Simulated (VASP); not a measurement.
# Sr (Fm-3m) in VASP: notebook

One crystal, Sr, is run at these levels: r2SCAN, r2SCAN+rVV10; tasks: relaxation of cell and atoms.

All numbers are computed with VASP 6.6.1; they aren't measurements. Logs are shortened: lines on timing, memory, paths and dates and some standing lists are left out, and cuts for length are marked.

**1. The structure**

The structure is cubic, space group Fm-3m (No. 225). The conventional cell has a = 6.067 Å, b = 6.067 Å, c = 6.067 Å, α = 90.00°, β = 90.00°, γ = 90.00°. Sr (site symmetry m-3m) has 12 Sr at 4.29 Å as nearest neighbours.

**2. Relaxation of cell and atoms, r2SCAN**

Contents of INCAR:

```
  PREC = Accurate
  ENCUT = 600
  EDIFF = 1E-7
  ISMEAR = 0
  SIGMA = 0.1
  LREAL = F
  LASPH = T
  NELM = 80
  ALGO = Normal
  ISIF = 3
  LWAVE = F
  LCHARG = F
  METAGGA = R2SCAN
  LMIXTAU = T
  IBRION = 2
  NSW = 90
  EDIFFG = -0.005
```

Contents of KPOINTS:

```
regular mesh
0
Gamma
  12 12 12
```

Contents of POSCAR:

```
Sr
1.0
    0.0000000000      3.0336031300      3.0336031300
    3.0336031300      0.0000000000      3.0336031300
    3.0336031300      3.0336031300      0.0000000000
Sr
1
Direct
    0.0000000000      0.0000000000      0.0000000000
```

Potentials or basis: VASP PAW PBE potentials, release 64 (Sr_sv).

Run with:

```bash
$ cat potpaw_PBE.64/Sr_sv/POTCAR > POTCAR
$ mpirun -np 1 vasp_std > vasp.out
```

OUTCAR:

```text
PREC = Accurate
   ENCUT = 600
   EDIFF = 1E-7
   ISMEAR = 0
   LREAL = F
   LASPH = T
   NELM = 80
   ISIF = 3
   METAGGA = R2SCAN
   IBRION = 2
   NSW = 90
   EDIFFG = -0.005

 ion  position               nearest neighbor table
   1  0.000  0.000  0.000-

  LATTYP: Found a face centered cubic cell.
 ALAT       =     6.0672062600

  Lattice vectors:

 A1 = (   0.0000000000,   3.0336031300,   3.0336031300)
 A2 = (   3.0336031300,   0.0000000000,   3.0336031300)
 A3 = (   3.0336031300,   3.0336031300,   0.0000000000)

Analysis of symmetry for initial positions (statically):
=====================================================================
 Subroutine PRICEL returns:
 Original cell was already a primitive cell.

 Routine SETGRP: Setting up the symmetry group for a
 face centered cubic supercell.

 Subroutine GETGRP returns: Found 48 space group operations
 (whereof 48 operations were pure point group operations)
 out of a pool of 48 trial point group operations.

The static configuration has the point symmetry O_h .

Analysis of symmetry for dynamics (positions and initial velocities):
=====================================================================
 Subroutine PRICEL returns:
 Original cell was already a primitive cell.

 Routine SETGRP: Setting up the symmetry group for a
 face centered cubic supercell.

 Subroutine GETGRP returns: Found 48 space group operations
 (whereof 48 operations were pure point group operations)
 out of a pool of 48 trial point group operations.

The dynamic configuration has the point symmetry O_h .

 Subroutine INISYM returns: Found 48 space group operations
 (whereof 48 operations are pure point group operations),
 and found     1 'primitive' translations

----------------------------------------------------------------------------------------

                                     Primitive cell

  volume of cell :      55.8350

  direct lattice vectors                    reciprocal lattice vectors
     0.000000000  3.033603130  3.033603130    -0.164820505  0.164820505  0.164820505
     3.033603130  0.000000000  3.033603130     0.164820505 -0.164820505  0.164820505
     3.033603130  3.033603130  0.000000000     0.164820505  0.164820505 -0.164820505

  length of vectors
     4.290162689  4.290162689  4.290162689     0.285477489  0.285477489  0.285477489

  position of ions in fractional coordinates (direct lattice)
     0.000000000  0.000000000  0.000000000

  ion indices of the primitive-cell ions
   primitive index   ion index
                 1           1

----------------------------------------------------------------------------------------

 KPOINTS: regular mesh

Automatic generation of k-mesh.
 Grid dimensions read from file:
 generate k-points for:   12   12   12

 Generating k-lattice:

  Cartesian coordinates                     Fractional coordinates (reciprocal lattice)
    -0.013735042  0.013735042  0.013735042     0.083333333  0.000000000  0.000000000
     0.013735042 -0.013735042  0.013735042     0.000000000  0.083333333  0.000000000
     0.013735042  0.013735042 -0.013735042     0.000000000  0.000000000  0.083333333

  Length of vectors
     0.023789791  0.023789791  0.023789791

  Shift w.r.t. Gamma in fractional coordinates (k-lattice)
     0.000000000  0.000000000  0.000000000

 Subroutine IBZKPT returns following result:
 ===========================================

 Found     72 irreducible k-points:

 Following reciprocal coordinates:
            Coordinates               Weight
  0.000000  0.000000  0.000000      1.000000
  0.083333  0.000000  0.000000      8.000000
  0.166667  0.000000  0.000000      8.000000
  0.250000  0.000000  0.000000      8.000000
  0.333333  0.000000  0.000000      8.000000
  0.416667  0.000000  0.000000      8.000000
[... 16 lines left out ...]
  0.500000  0.166667  0.000000     24.000000
 -0.416667  0.166667  0.000000     24.000000
 [... further k-points ...]
   k-points           NKPTS =     72   k-points in BZ     NKDIM =     72   number of bands    NBANDS=      9
   number of dos      NEDOS =    301   number of ions     NIONS =      1
   total plane-waves  NPLWV =  46656
   dimension x,y,z NGX =    36 NGY =   36 NGZ =   36
   dimension x,y,z NGXF=    72 NGYF=   72 NGZF=   72
   ions per type =               1
   NGX,Y,Z   is equivalent  to a cutoff of  13.95, 13.95, 13.95 a.u.
   NGXF,Y,Z  is equivalent  to a cutoff of  27.90, 27.90, 27.90 a.u.
 SYSTEM =  unknown system
   PREC   = accura    normal or accurate (medium, high low for compatibility)
   ISTART =      0    job   : 0-new  1-cont  2-samecut
   ICHARG =      2    charge: 1-file 2-atom 10-const
   ISPIN  =      1    spin polarized calculation?
   LNONCOLLINEAR =      F non collinear calculations
   LSORBIT =      F    spin-orbit coupling
   LASPH  =      T    aspherical Exc in radial PAW
   ENCUT  =  600.0 eV  44.10 Ry    6.64 a.u.   8.57  8.57  8.57*2*pi/ulx,y,z
   NELM   =     80;   NELMIN=  2; NELMDL= -5     # of ELM steps
   EDIFF  = 0.1E-06   stopping-criterion for ELM
   LREAL  =      F    real-space projection
   EDIFFG = -.5E-02   stopping-criterion for IOM
   NSW    =     90    number of steps for IOM
   IBRION =      2    ionic relax: 0-MD 1-quasi-New 2-CG
   NFREE  =      1    steps in history (QN), initial steepest desc. (CG)
   ISIF   =      3    stress and relaxation
   ISYM   =      2    0-nonsym 1-usesym 2-fastsym
   POTIM  = 0.5000    time-step for ionic-motion
   TEBEG  =    0.0;   TEEND  =   0.0 temperature during run
   PSTRESS=    0.0 pullay stress
   NELECT =      10.0000    total number of electrons
   NUPDOWN=      -1.0000    fix difference up-down
   EMIN   =  10.00;   EMAX   =-10.00  energy-range for DOS
   EFERMI =   0.00;   METHOD = LEGACY
   ISMEAR =     0;   SIGMA  =   0.10  broadening in eV -4-tet -1-fermi 0-gaus
   EFERMI_NEDOS =   21; number of points for ismear=-14 and -15
   IALGO  =     38    algorithm
   IMIX   =      4    mixing-type and parameters
     AMIX     =   0.40;   BMIX     =  1.00
     AMIX_MAG =   1.60;   BMIX_MAG =  1.00
  volume/ion in A,a.u.               =      55.83       376.79
  Fermi-wavevector in a.u.,A,eV,Ry     =   0.922797  1.743833 11.586094  0.851554
  Thomas-Fermi vector in A             =   2.048363
   LORBIT       =      0    0 simple, 1 ext, 2 COOP (PROOUT), +10 PAW based schemes
   METAGGA = R2SCAN    functional components
   LHFCALC =     F    Hartree Fock is set to
   AEXX    =    0.0000 exact exchange contribution
   IVDW    =     0    specifies the selected vdW correction
   LEPSILON=     F    determine dielectric tensor
   LRPA    =     F    only Hartree local field effects (RPA)
 conjugate gradient relaxation of ions
 non-spin polarized calculation
 Gauss-broadening in eV      SIGMA  =   0.10
  energy-cutoff  :      600.00
  volume of cell :       55.83
 maximum number of plane-waves:      1892
 NGX is ok and might be reduce to    36

--------------------------------------- Ionic step        1  -------------------------------------------

 number of electron      10.0000000 magnetization

 Free energy of the ion-electron system (eV)
  ---------------------------------------------------
  ext. energy  EPLUGINS =         0.00000000
  ---------------------------------------------------
  free energy    TOTEN  =       -15.10069347 eV

  energy without entropy =      -15.09182623  energy(sigma->0) =      -15.09625985

------------------------ aborting loop because EDIFF is reached ----------------------------------------

  FORCE on cell =-STRESS in cart. coord.  units (eV):
  Direction    XX          YY          ZZ          XY          YZ          ZX
  --------------------------------------------------------------------------------------
  -------------------------------------------------------------------------------------
  Total        0.0706275      0.0706275      0.0706275      0.0000000      0.0000000      0.0000000
  in kB        2.0266467      2.0266467      2.0266467      0.0000000      0.0000000      0.0000000
  external PRESSURE =       2.0266467 kB  Pullay stress =       0.0000000 kB

 VOLUME and BASIS-vectors are now :
 -----------------------------------------------------------------------------
  energy-cutoff  :      600.00
  volume of cell :       55.83
      direct lattice vectors                 reciprocal lattice vectors
     0.000000000  3.033603130  3.033603130    -0.164820505  0.164820505  0.164820505
     3.033603130  0.000000000  3.033603130     0.164820505 -0.164820505  0.164820505
     3.033603130  3.033603130  0.000000000     0.164820505  0.164820505 -0.164820505
[... 36 lines left out ...]
 POSITION                                       TOTAL-FORCE (eV/Angst)
 -----------------------------------------------------------------------------------
      3.04394      6.08788      3.04394         0.000000      0.000000      0.000000
 -----------------------------------------------------------------------------------
    total drift:                                0.000000      0.000000      0.000000

  FREE ENERGIE OF THE ION-ELECTRON SYSTEM (eV)
  ---------------------------------------------------
  free  energy   TOTEN  =       -15.1011987507 eV

  energy  without entropy=      -15.0922364927  energy(sigma->0) =      -15.09671762

--------------------------------------- Ionic step        3  -------------------------------------------

 number of electron      10.0000000 magnetization

 Free energy of the ion-electron system (eV)
  ---------------------------------------------------
  ext. energy  EPLUGINS =         0.00000000
  ---------------------------------------------------
  free energy    TOTEN  =       -15.10129866 eV

  energy without entropy =      -15.09228640  energy(sigma->0) =      -15.09679253

 E-fermi :   1.4765     XC(G=0):  -7.6884

 val. band max:        1.4558215982   @ k =  -0.4167   0.2500   0.0000
 cond. band min:       1.4769156687   @ k =   0.5000   0.0833   0.0000
 fundamental gap:      0.0210940705
 Fermi energy:         1.4764986455

 k-point     1 :       0.0000    0.0000    0.0000
  band No.  band energies     occupation
      1     -36.5940      2.00000
      2     -17.8575      2.00000
      3     -17.8575      2.00000
      4     -17.8575      2.00000
      5      -2.2923      2.00000
      6       4.1582      0.00000
      7       4.1582      0.00000
      8       4.1582      0.00000
      9       5.6549      0.00000

 k-point     2 :       0.0833    0.0000    0.0000
  band No.  band energies     occupation
      1     -36.5932      2.00000
      2     -17.8700      2.00000
      3     -17.8591      2.00000
      4     -17.8591      2.00000
      5      -2.1781      2.00000
      6       3.9612      0.00000
      7       4.2114      0.00000
      8       4.2114      0.00000
      9       5.5795      0.00000
[... 253 lines left out ...]
 k-point    24 :      -0.4167    0.1667    0.0000
  band No.  band energies     occupation
      1     -36.5797      2.00000
      2     -18.0225      2.00000
      3     -17.9149      2.00000
      4     -17.8887      2.00000
      5       0.7705      2.00000
      6       1.5145      0.59092
      7       3.3004      0.00000
      8       4.2884      0.00000
      9       6.3998      0.00000

 [... further k-points ...]

------------------------ aborting loop because EDIFF is reached ----------------------------------------

  FORCE on cell =-STRESS in cart. coord.  units (eV):
  Direction    XX          YY          ZZ          XY          YZ          ZX
  --------------------------------------------------------------------------------------
  -------------------------------------------------------------------------------------
  Total       -0.0019848     -0.0019848     -0.0019848      0.0000000      0.0000000      0.0000000
  in kB       -0.0559501     -0.0559501     -0.0559501      0.0000000      0.0000000      0.0000000
  external PRESSURE =      -0.0559501 kB  Pullay stress =       0.0000000 kB

 VOLUME and BASIS-vectors are now :
 -----------------------------------------------------------------------------
  energy-cutoff  :      600.00
  volume of cell :       56.84
      direct lattice vectors                 reciprocal lattice vectors
    -0.000000000  3.051622510  3.051622510    -0.163847264  0.163847264  0.163847264
     3.051622510 -0.000000000  3.051622510     0.163847264 -0.163847264  0.163847264
     3.051622510  3.051622510  0.000000000     0.163847264  0.163847264 -0.163847264

 POSITION                                       TOTAL-FORCE (eV/Angst)
 -----------------------------------------------------------------------------------
      0.00000     -0.00000      0.00000        -0.000000      0.000000     -0.000000
 -----------------------------------------------------------------------------------
    total drift:                               -0.000000      0.000000      0.000000

  FREE ENERGIE OF THE ION-ELECTRON SYSTEM (eV)
  ---------------------------------------------------
  free  energy   TOTEN  =       -15.1012986576 eV

  energy  without entropy=      -15.0922863952  energy(sigma->0) =      -15.09679253

 reached required accuracy - stopping structural energy minimisation
```

It took 5.2 min on 1 thread of Intel Xeon 6975P-C (Granite Rapids), shared host; peak memory 0.25 GiB.

What came out:

```
Free energy                            : -15.1013 eV
Relaxed volume                         : 56.84 Å³/atom
Relaxed cell                           : a = 4.316 Å, b = 4.316 Å, c = 4.316 Å, α = 60.00°, β = 60.00°, γ = 60.00°
Space group after relaxing (to 0.05 Å) : Fm-3m (No. 225)
Energy gained by relaxing              : 0.6 meV/atom
Ionic steps                            : 3
Pressure after relaxing                : 0.0 GPa
Band gap on the k mesh                 : none (metal or under the smearing width)
```

Step by step:
```csv
step,energy change (eV),largest force (eV/Å),pressure (GPa),volume (Å³)
1,0.0000,0.0000,0.20,55.83
2,-0.0005,0.0000,0.08,56.41
3,-0.0006,0.0000,-0.01,56.84
```

Final structure:
```
CELL_PARAMETERS angstrom
0.00000 3.05162 3.05162
3.05162 0.00000 3.05162
3.05162 3.05162 0.00000
ATOMIC_POSITIONS crystal
Sr 0.00000 0.00000 0.00000
```

Caveat: the PAW data sets were made with another functional, which shifts forces and pressure a little.

**3. Relaxation of cell and atoms, r2SCAN+rVV10**

INCAR, as its differences from that of step 2:

```diff
@@ -14,2 +14,6 @@
   LMIXTAU = T
+  LUSE_VDW = T
+  IVDW_NL = 2
+  BPARAM = 11.95
+  CPARAM = 0.0093
   IBRION = 2
```

KPOINTS is that of step 2.

POSCAR is that of step 2.

Potentials or basis: VASP PAW PBE potentials, release 64 (Sr_sv).

Run with:

```bash
$ cat potpaw_PBE.64/Sr_sv/POTCAR > POTCAR
$ mpirun -np 1 vasp_std > vasp.out
```

It took 4.3 min on 1 thread of Intel Xeon 6975P-C (Granite Rapids), shared host; peak memory 0.4 GiB.

It converged, with:

- Free energy: -14.8380 eV
- Pressure after relaxing: 0.0 GPa
- Band gap on the k mesh: none (metal or under the smearing width)

Final structure:
```cif
data_structure
_symmetry_space_group_name_H-M 'P 1'
_symmetry_Int_Tables_number 1
_cell_length_a 4.2902
_cell_length_b 4.2902
_cell_length_c 4.2902
_cell_angle_alpha 60.000
_cell_angle_beta 60.000
_cell_angle_gamma 60.000
_cell_volume 55.83
loop_
_atom_site_label
_atom_site_type_symbol
_atom_site_fract_x
_atom_site_fract_y
_atom_site_fract_z
_atom_site_occupancy
Sr1 Sr 0.00000 0.00000 0.00000 1
```

Levels at points of the mesh, in eV from the Fermi level:
```csv
k point,band 1,band 2,band 3,band 4,band 5,band 6,band 7,band 8,band 9
"(0.00, 0.00, 0.00)",-37.99,-19.26,-19.26,-19.26,-3.80,2.71,2.71,2.71,4.24
"(0.50, 0.00, 0.00)",-37.98,-19.45,-19.28,-19.28,-1.05,-0.04,2.51,2.51,5.31
"(0.50, 0.50, 0.00)",-37.98,-19.44,-19.33,-19.33,-0.57,0.52,1.02,5.31,5.63
```

Caveat: the relaxation stopped at its first step, so nothing moved; the PAW data sets were made with another functional, which shifts forces and pressure a little.
